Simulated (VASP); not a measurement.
Wanted: the native input for a VASP 6.6.1 run.

| Item | Value |
| --- | --- |
| Task | single point |
| Functional | LDA |
| Potentials or basis | VASP PAW LDA potentials, release 64 (Ga_d, As) |
| Cutoff | 520 eV |
| k mesh | 7 × 7 × 7 |
| Occupations | fermi-dirac, width 0.02 eV |
| Spin | no spin polarisation |
| Further INCAR settings | ALGO = Normal; EDIFF = 1e-06; NBANDS = 16 |

The structure of GaAs lies in POSCAR:

```
GaAs
1.0
    0.0000000000      2.8268500000      2.8268500000
    2.8268500000      0.0000000000      2.8268500000
    2.8268500000      2.8268500000      0.0000000000
Ga As
1 1
Direct
    0.0000000000      0.0000000000      0.0000000000
    0.2500000000      0.2500000000      0.2500000000
```

One way to write it, as run:

INCAR

```
PREC     = Accurate       # precision mode
ENCUT    = 520            # plane-wave cutoff, eV
EDIFF    = 1E-6           # SCF threshold, eV
ISMEAR   = -1             # smearing method
SIGMA    = 0.02           # smearing width, eV
LREAL    = False          # projectors in reciprocal space
LASPH    = True           # aspherical terms in the spheres
NELM     = 100            # most SCF steps
ALGO     = Normal         # electronic algorithm
ISIF     = 2              # what is computed and relaxed
LWAVE    = False          # write WAVECAR
LCHARG   = True           # write CHGCAR
LVHAR    = True         
NBANDS   = 16             # bands
KPAR     = 4
```

KPOINTS

```
regular mesh
0
Gamma
  7 7 7
```

Potentials or basis: VASP PAW LDA potentials, release 64 (Ga_d, As).

Launch:

```console
$ cat potpaw_LDA.64/Ga_d/POTCAR potpaw_LDA.64/As/POTCAR > POTCAR
$ mpirun -np 4 vasp_std > vasp.out
```

Results of the run:

```json
{
  "Pressure": "-1.6 GPa",
  "Band gap on the k mesh": "0.33 eV, direct"
}
```

Run time: 5.4 s on 4 MPI ranks on Intel(R) Xeon(R) Platinum 8488C (Sapphire Rapids), on a shared host, peak memory 0.14 GiB a rank.
